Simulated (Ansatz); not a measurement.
TaS2: projected DOS by orbital

```yaml
crystal:
  lattice:
    - [3.37948, 0.00000, 0.00000]
    - [-1.68974, 2.92671, 0.00000]
    - [0.00000, 0.00000, 6.78526]
  atoms:
    - { symbol: Ta, position: [0.00000, 0.00000, 0.00000] }
    - { symbol: S, position: [0.33333, 0.66667, 0.22581] }
    - { symbol: S, position: [0.66667, 0.33333, 0.77419] }
```

Atom numbers follow the list: Ta1, S2, S3.

The cell was built from the CdI2 type and relaxed in the same program, and has space group P-3m1; it needn't be a known or the stable phase.

Spin polarisation is left out, and whether a magnetic state lies lower isn't shown here.

Spin–orbit coupling is left out, though it moves levels of the heavy atoms by tenths of an eV or more.

All numbers below come from DFT, PBE, all-electron LAPW, scalar-relativistic (Ansatz 0.2.0).

Numerical set-up: a Γ-centred 12×12×7 k mesh, Fermi–Dirac smearing of 0.08 eV, basis error target 1 meV/atom, no spin polarisation.

States per eV for one atom of each kind, in 0.4 eV bins named by their centres, from the Fermi level, projected on a minimal set of Löwdin-orthogonalised atomic shells; orbitals are real harmonics on the Cartesian axes, equal curves share a column, and empty bins are left out, as is all above 4.4 eV, near the top of the computed bands.

Ta1 5d:

```
# E all dz2 dxz=dyz dx2-y2=dxy
-13.9 0.01 0.00 0.00 0.00
-13.5 0.09 0.00 0.02 0.02
-13.1 0.72 0.00 0.25 0.11
-12.7 0.18 0.00 0.06 0.03
-6.7 0.07 0.00 0.02 0.02
-6.3 0.26 0.04 0.05 0.06
-5.9 0.43 0.14 0.07 0.07
-5.5 0.45 0.16 0.03 0.11
-5.1 0.83 0.05 0.17 0.22
-4.7 0.39 0.04 0.05 0.13
-4.3 1.09 0.43 0.15 0.18
-3.9 1.47 0.11 0.46 0.22
-3.5 0.66 0.09 0.18 0.10
-3.1 0.26 0.03 0.07 0.05
-2.7 0.35 0.05 0.08 0.07
-2.3 0.27 0.03 0.06 0.06
-1.9 0.18 0.01 0.05 0.04
-1.5 0.08 0.00 0.03 0.01
-1.1 0.13 0.04 0.03 0.02
-0.7 0.54 0.20 0.08 0.09
-0.3 0.74 0.27 0.10 0.14
0.1 1.34 0.47 0.19 0.24
0.5 0.66 0.24 0.09 0.12
0.9 1.02 0.31 0.11 0.24
1.3 1.02 0.26 0.09 0.29
1.7 1.33 0.30 0.10 0.42
2.1 1.52 0.31 0.07 0.53
2.5 2.04 0.83 0.05 0.56
2.9 0.48 0.28 0.01 0.09
3.3 0.72 0.01 0.28 0.08
3.7 1.54 0.02 0.59 0.17
4.1 0.93 0.00 0.38 0.08
```

S2 3p:

```
# E all pz px=py
-13.9 0.01 0.01 0.00
-13.5 0.02 0.01 0.00
-13.1 0.03 0.01 0.01
-12.7 0.02 0.01 0.00
-6.7 0.08 0.00 0.04
-6.3 0.28 0.04 0.12
-5.9 0.52 0.15 0.19
-5.5 0.52 0.27 0.13
-5.1 1.32 0.27 0.52
-4.7 0.51 0.12 0.19
-4.3 1.19 0.63 0.28
-3.9 1.37 0.39 0.49
-3.5 0.82 0.23 0.30
-3.1 0.75 0.27 0.24
-2.7 1.23 0.53 0.35
-2.3 1.05 0.38 0.34
-1.9 0.65 0.25 0.20
-1.5 0.15 0.01 0.07
-1.1 0.10 0.01 0.04
-0.7 0.13 0.07 0.03
-0.3 0.16 0.08 0.04
0.1 0.22 0.12 0.05
0.5 0.14 0.06 0.04
0.9 0.27 0.07 0.10
1.3 0.24 0.08 0.08
1.7 0.22 0.08 0.07
2.1 0.15 0.06 0.04
2.5 0.13 0.03 0.05
2.9 0.03 0.00 0.01
3.3 0.22 0.03 0.10
3.7 0.55 0.06 0.24
4.1 0.35 0.04 0.16
```

Ta1 6s:

```
# E all
-13.9 0.17
-13.5 0.16
-13.1 0.11
-12.7 0.04
-6.7 0.04
-6.3 0.11
-5.9 0.17
-5.5 0.12
-5.1 0.08
-4.7 0.03
-4.3 0.05
-3.9 0.02
-3.5 0.02
-3.1 0.01
-2.7 0.02
-2.3 0.01
-0.7 0.01
-0.3 0.01
0.1 0.01
0.9 0.01
1.3 0.01
1.7 0.02
2.1 0.03
2.5 0.14
2.9 0.04
3.7 0.01
4.1 0.02
```

S2 3s:

```
# E all
-13.9 0.23
-13.5 0.40
-13.1 2.03
-12.7 1.09
-6.3 0.02
-5.9 0.04
-5.5 0.07
-5.1 0.04
-4.7 0.01
-4.3 0.06
-3.9 0.05
-3.5 0.04
-3.1 0.02
-2.7 0.04
-2.3 0.02
-1.9 0.01
-0.7 0.01
-0.3 0.01
0.1 0.01
3.3 0.03
3.7 0.05
4.1 0.03
```
